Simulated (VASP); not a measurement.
# Sn (Fd-3m) in VASP: notebook

The runs below take Sn through relaxation of cell and atoms, with PBEsol.

All numbers are computed with VASP 6.6.1; they aren't measurements. Logs are shortened: lines on timing, memory, paths and dates and some standing lists are left out, and cuts for length are marked.

**1. The crystal as given**

Symmetry: Fd-3m, No. 227, cubic system. Conventional cell: a = 6.467 Å, b = 6.467 Å, c = 6.467 Å, α = 90.00°, β = 90.00°, γ = 90.00°. Sn (site symmetry -43m) is surrounded by 4 Sn at 2.80 Å.

This isn't the form of Sn at room conditions, which is tetragonal (white tin).

**2. Relaxation of cell and atoms, PBEsol**

INCAR

```
PREC = Accurate
ENCUT = 520
EDIFF = 1E-7
ISMEAR = 0
SIGMA = 0.02
LREAL = F
LASPH = T
NELM = 80
ALGO = Fast
ISIF = 3
LWAVE = F
LCHARG = F
GGA = PS
IBRION = 2
NSW = 80
EDIFFG = -0.002
KPAR = 4
```

KPOINTS

```
Automatic mesh
0
Gamma
  8 8 8
```

POSCAR

```
Sn
1.0
    0.0000000000      3.2333428000      3.2333428000
    3.2333428000      0.0000000000      3.2333428000
    3.2333428000      3.2333428000      0.0000000000
Sn
2
Direct
    0.0000000000      0.0000000000      0.0000000000
    0.2500000000      0.2500000000      0.2500000000
```

Potentials or basis: VASP PAW PBE potentials, release 64 (Sn_d).

Started as:

```bash
$ cat potpaw_PBE.64/Sn_d/POTCAR > POTCAR
$ mpirun -np 4 vasp_std > vasp.out
```

OUTCAR:

```text
PREC = Accurate
   ENCUT = 520
   EDIFF = 1E-7
   ISMEAR = 0
   LREAL = F
   LASPH = T
   NELM = 80
   ISIF = 3
   GGA = PS
   IBRION = 2
   NSW = 80
   EDIFFG = -0.002

 ion  position               nearest neighbor table
   1  0.000  0.000  0.000-   2 2.80   2 2.80   2 2.80   2 2.80
   2  0.250  0.250  0.250-   1 2.80   1 2.80   1 2.80   1 2.80

  LATTYP: Found a face centered cubic cell.
 ALAT       =     6.4666856000

  Lattice vectors:

 A1 = (   0.0000000000,   3.2333428000,   3.2333428000)
 A2 = (   3.2333428000,   0.0000000000,   3.2333428000)
 A3 = (   3.2333428000,   3.2333428000,   0.0000000000)

Analysis of symmetry for initial positions (statically):
=====================================================================
 Subroutine PRICEL returns:
 Original cell was already a primitive cell.

 Routine SETGRP: Setting up the symmetry group for a
 face centered cubic supercell.

 Subroutine GETGRP returns: Found 48 space group operations
 (whereof 24 operations were pure point group operations)
 out of a pool of 48 trial point group operations.

The static configuration has the point symmetry T_d .
 The point group associated with its full space group is O_h .

Analysis of symmetry for dynamics (positions and initial velocities):
=====================================================================
 Subroutine PRICEL returns:
 Original cell was already a primitive cell.

 Routine SETGRP: Setting up the symmetry group for a
 face centered cubic supercell.

 Subroutine GETGRP returns: Found 48 space group operations
 (whereof 24 operations were pure point group operations)
 out of a pool of 48 trial point group operations.

The dynamic configuration has the point symmetry T_d .
 The point group associated with its full space group is O_h .

 Subroutine INISYM returns: Found 48 space group operations
 (whereof 24 operations are pure point group operations),
 and found     1 'primitive' translations

----------------------------------------------------------------------------------------

                                     Primitive cell

  volume of cell :      67.6060

  direct lattice vectors                    reciprocal lattice vectors
     0.000000000  3.233342800  3.233342800    -0.154638723  0.154638723  0.154638723
     3.233342800  0.000000000  3.233342800     0.154638723 -0.154638723  0.154638723
     3.233342800  3.233342800  0.000000000     0.154638723  0.154638723 -0.154638723

  length of vectors
     4.572637240  4.572637240  4.572637240     0.267842124  0.267842124  0.267842124

  position of ions in fractional coordinates (direct lattice)
     0.000000000  0.000000000  0.000000000
     0.250000000  0.250000000  0.250000000

  ion indices of the primitive-cell ions
   primitive index   ion index
                 1           1
                 2           2

----------------------------------------------------------------------------------------

 KPOINTS: Automatic mesh

Automatic generation of k-mesh.
 Grid dimensions read from file:
 generate k-points for:    8    8    8

 Generating k-lattice:

  Cartesian coordinates                     Fractional coordinates (reciprocal lattice)
    -0.019329840  0.019329840  0.019329840     0.125000000  0.000000000  0.000000000
     0.019329840 -0.019329840  0.019329840     0.000000000  0.125000000  0.000000000
     0.019329840  0.019329840 -0.019329840     0.000000000  0.000000000  0.125000000

  Length of vectors
     0.033480266  0.033480266  0.033480266

  Shift w.r.t. Gamma in fractional coordinates (k-lattice)
     0.000000000  0.000000000  0.000000000

 Subroutine IBZKPT returns following result:
 ===========================================

 Found     29 irreducible k-points:

 Following reciprocal coordinates:
            Coordinates               Weight
  0.000000  0.000000  0.000000      1.000000
  0.125000  0.000000  0.000000      8.000000
  0.250000  0.000000  0.000000      8.000000
  0.375000  0.000000  0.000000      8.000000
  0.500000  0.000000  0.000000      4.000000
  0.125000  0.125000  0.000000      6.000000
[... 16 lines left out ...]
  0.500000  0.250000  0.125000     48.000000
 -0.375000  0.250000  0.125000     24.000000
 [... further k-points ...]
   k-points           NKPTS =     29   k-points in BZ     NKDIM =     29   number of bands    NBANDS=     18
   number of dos      NEDOS =    301   number of ions     NIONS =      2
   total plane-waves  NPLWV =  46656
   dimension x,y,z NGX =    36 NGY =   36 NGZ =   36
   dimension x,y,z NGXF=    72 NGYF=   72 NGZF=   72
   ions per type =               2
   NGX,Y,Z   is equivalent  to a cutoff of  13.09, 13.09, 13.09 a.u.
   NGXF,Y,Z  is equivalent  to a cutoff of  26.18, 26.18, 26.18 a.u.
 SYSTEM =  unknown system
   PREC   = accura    normal or accurate (medium, high low for compatibility)
   ISTART =      0    job   : 0-new  1-cont  2-samecut
   ICHARG =      2    charge: 1-file 2-atom 10-const
   ISPIN  =      1    spin polarized calculation?
   LNONCOLLINEAR =      F non collinear calculations
   LSORBIT =      F    spin-orbit coupling
   LASPH  =      T    aspherical Exc in radial PAW
   ENCUT  =  520.0 eV  38.22 Ry    6.18 a.u.   8.50  8.50  8.50*2*pi/ulx,y,z
   NELM   =     80;   NELMIN=  2; NELMDL= -5     # of ELM steps
   EDIFF  = 0.1E-06   stopping-criterion for ELM
   LREAL  =      F    real-space projection
   EDIFFG = -.2E-02   stopping-criterion for IOM
   NSW    =     80    number of steps for IOM
   IBRION =      2    ionic relax: 0-MD 1-quasi-New 2-CG
   NFREE  =      1    steps in history (QN), initial steepest desc. (CG)
   ISIF   =      3    stress and relaxation
   ISYM   =      2    0-nonsym 1-usesym 2-fastsym
   POTIM  = 0.5000    time-step for ionic-motion
   TEBEG  =    0.0;   TEEND  =   0.0 temperature during run
   PSTRESS=    0.0 pullay stress
   NELECT =      28.0000    total number of electrons
   NUPDOWN=      -1.0000    fix difference up-down
   EMIN   =  10.00;   EMAX   =-10.00  energy-range for DOS
   EFERMI =   0.00;   METHOD = LEGACY
   ISMEAR =     0;   SIGMA  =   0.02  broadening in eV -4-tet -1-fermi 0-gaus
   EFERMI_NEDOS =   21; number of points for ismear=-14 and -15
   IALGO  =     68    algorithm
   IMIX   =      4    mixing-type and parameters
     AMIX     =   0.40;   BMIX     =  1.00
     AMIX_MAG =   1.60;   BMIX_MAG =  1.00
  volume/ion in A,a.u.               =      33.80       228.11
  Fermi-wavevector in a.u.,A,eV,Ry     =   1.220298  2.306028 20.260793  1.489126
  Thomas-Fermi vector in A             =   2.355520
   LORBIT       =      0    0 simple, 1 ext, 2 COOP (PROOUT), +10 PAW based schemes
   GGA     = PS    functional components
   LHFCALC =     F    Hartree Fock is set to
   AEXX    =    0.0000 exact exchange contribution
   IVDW    =     0    specifies the selected vdW correction
   LEPSILON=     F    determine dielectric tensor
   LRPA    =     F    only Hartree local field effects (RPA)
 conjugate gradient relaxation of ions
 non-spin polarized calculation
 RMM-DIIS sequential band-by-band and
 Gauss-broadening in eV      SIGMA  =   0.02
  energy-cutoff  :      520.00
  volume of cell :       67.61
 maximum number of plane-waves:      1841
 NGX is ok and might be reduce to    36
   NGX = 17   NGY = 17   NGZ = 17

--------------------------------------- Ionic step        1  -------------------------------------------

 number of electron      28.0000008 magnetization

 Free energy of the ion-electron system (eV)
  ---------------------------------------------------
  ext. energy  EPLUGINS =         0.00000000
  ---------------------------------------------------
  free energy    TOTEN  =        -8.44607496 eV

  energy without entropy =       -8.44598681  energy(sigma->0) =       -8.44603088

------------------------ aborting loop because EDIFF is reached ----------------------------------------

  FORCE on cell =-STRESS in cart. coord.  units (eV):
  Direction    XX          YY          ZZ          XY          YZ          ZX
  --------------------------------------------------------------------------------------
  -------------------------------------------------------------------------------------
  Total        0.6099729      0.6099729      0.6099729      0.0000000      0.0000000     -0.0000000
  in kB       14.4555914     14.4555914     14.4555914      0.0000000      0.0000000     -0.0000000
  external PRESSURE =      14.4555914 kB  Pullay stress =       0.0000000 kB
[... 57 lines left out ...]
  energy  without entropy=       -8.4541177317  energy(sigma->0) =       -8.45416184

--------------------------------------- Ionic step        3  -------------------------------------------

 number of electron      27.9999987 magnetization

 Free energy of the ion-electron system (eV)
  ---------------------------------------------------
  ext. energy  EPLUGINS =         0.00000000
  ---------------------------------------------------
  free energy    TOTEN  =        -8.45555120 eV

  energy without entropy =       -8.45546304  energy(sigma->0) =       -8.45550712

 E-fermi :   5.1679     XC(G=0):  -8.9718

 val. band max:        5.1678932528   @ k =   0.5000   0.0000   0.0000
 cond. band min:       5.2662551386   @ k =   0.3750   0.0000   0.0000
 fundamental gap:      0.0983618858
 Fermi energy:         5.1678932528

 k-point     1 :       0.0000    0.0000    0.0000
  band No.  band energies     occupation
      1     -16.2873      2.00000
      2     -16.2873      2.00000
      3     -16.2873      2.00000
      4     -16.2299      2.00000
      5     -16.2299      2.00000
      6     -15.9351      2.00000
[... 10 lines left out ...]
     17       7.4170      0.00000
     18       7.4170      0.00000
[... 466 lines left out ...]
      2     -16.3343      2.00000
      3     -16.2173      2.00000
      4     -16.1453      2.00000
      5     -16.1285      2.00000
      6     -16.0527      2.00000
[... 10 lines left out ...]
     17       9.9370      0.00000
     18      10.7423      0.00000

 [... further k-points ...]

------------------------ aborting loop because EDIFF is reached ----------------------------------------

  FORCE on cell =-STRESS in cart. coord.  units (eV):
  Direction    XX          YY          ZZ          XY          YZ          ZX
  --------------------------------------------------------------------------------------
  -------------------------------------------------------------------------------------
  Total       -0.0005460     -0.0005460     -0.0005460      0.0000000      0.0000000     -0.0000000
  in kB       -0.0125361     -0.0125361     -0.0125361      0.0000000      0.0000000     -0.0000000
  external PRESSURE =      -0.0125361 kB  Pullay stress =       0.0000000 kB
[... 17 lines left out ...]
  FREE ENERGIE OF THE ION-ELECTRON SYSTEM (eV)
  ---------------------------------------------------
  free  energy   TOTEN  =        -8.4555511957 eV

  energy  without entropy=       -8.4554630410  energy(sigma->0) =       -8.45550712

 reached required accuracy - stopping structural energy minimisation
```

It took 23 s on 4 MPI ranks of Intel Xeon 6975P-C (Granite Rapids), shared host; peak memory 0.22 GiB.

Results:

```
Free energy                            : -8.4556 eV
Relaxed volume                         : 34.89 Å³/atom
Relaxed cell                           : a = 4.621 Å, b = 4.621 Å, c = 4.621 Å, α = 60.00°, β = 60.00°, γ = 60.00°
Space group after relaxing (to 0.05 Å) : Fd-3m (No. 227)
Energy gained by relaxing              : 4.7 meV/atom
Ionic steps                            : 3
Pressure after relaxing                : 0.0 GPa
Band gap on the k mesh                 : none (metal or under the smearing width)
```

The path:
```csv
step,energy change (eV),largest force (eV/Å),pressure (GPa),volume (Å³)
1,0.0000,0.0000,1.45,67.61
2,-0.0081,0.0000,-0.46,70.63
3,-0.0095,0.0000,0.00,69.78
```

Final structure:
```
CELL_PARAMETERS angstrom
0.00000 3.26767 3.26767
3.26767 0.00000 3.26767
3.26767 3.26767 0.00000
ATOMIC_POSITIONS crystal
Sn 0.00000 0.00000 0.00000
Sn 0.25000 0.25000 0.25000
```

Caveat: the PAW data sets were made with another functional, which shifts forces and pressure a little.

(Part 1 of 2 ends here.)
